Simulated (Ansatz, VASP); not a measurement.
## One calculation of As, two programs

Contents of INCAR:

```
SYSTEM = As
PREC = Accurate
ENCUT = 520
EDIFF = 1E-6
ISMEAR = -1
SIGMA = 0.1
LREAL = .False.
LASPH = .True.
NELM = 80
ALGO = Normal
ISIF = 2
LWAVE = .False.
LCHARG = .True.
GGA = RP
LELF = .True.
LVHAR = .True.
NBANDS = 14
```

Contents of KPOINTS:

```
regular mesh
0
Gamma
  9 9 12
  0 0 0
```

The input POSCAR:

```
As
1.0
    4.8174742715      0.0000000000      0.0000000000
   -2.4087371357      4.1720551012      0.0000000000
    0.0000000000      0.0000000000      2.8091517068
As
3
Direct
    0.0000000000      1.0000000000      0.0000000000
    0.3333333333      0.6666666667      0.5000000000
    0.6666666667      0.3333333333      0.5000000000
```

Input for Ansatz:

```yaml
crystal:
  lattice:
    - [4.8174742715, 0.0, 0.0]
    - [-2.4087371357, 4.1720551012, 0.0]
    - [0.0, 0.0, 2.8091517068]
  atoms:
    - { symbol: As, position: [0.0, 1.0, 0.0] }
    - { symbol: As, position: [0.3333333333, 0.6666666667, 0.5] }
    - { symbol: As, position: [0.6666666667, 0.3333333333, 0.5] }
hamiltonian:
  xc: rpbe
  pseudopotentials:
    kind: paw
    azcp:
      As: "pseudopotentials/As.paw.azcp"
basis:
  ecutwfc: 420
  fft_grid_basis: typed
kpoints:
  mp_grid: { grid: [9, 9, 12], shift: [0, 0, 0] }
magnetization:
  spin_polarized: false
scf:
  occupations: { method: fermi_dirac, width: 0.1 }
  lower_state_search: "off"
output:
  stress: true
```

Alike in both runs: task single point; functional RPBE; k mesh 9 × 9 × 12; occupations fermi-dirac, width 0.1 eV; no spin polarisation.

|  | VASP | Ansatz |
| --- | --- | --- |
| version | VASP 6.6.1 | Ansatz 0.2.0 |
| potentials or method | VASP PAW PBE potentials, release 64 (As) | plane waves (420 eV) with PAW, scalar-relativistic |
| plane-wave cutoff (eV) | 520 | 420 |
| valence electrons in the cell | 15 | 45 |

```csv
,VASP,Ansatz,Ansatz less VASP
pressure (GPa),3.6,3.5,-0.03
largest component of the traceless stress (GPa),1.25,1.23,-0.018
```

The two sets of potentials don't hold the same shells in valence.

Caveats: the PAW data sets were made with another functional, which shifts forces and pressure a little (VASP).
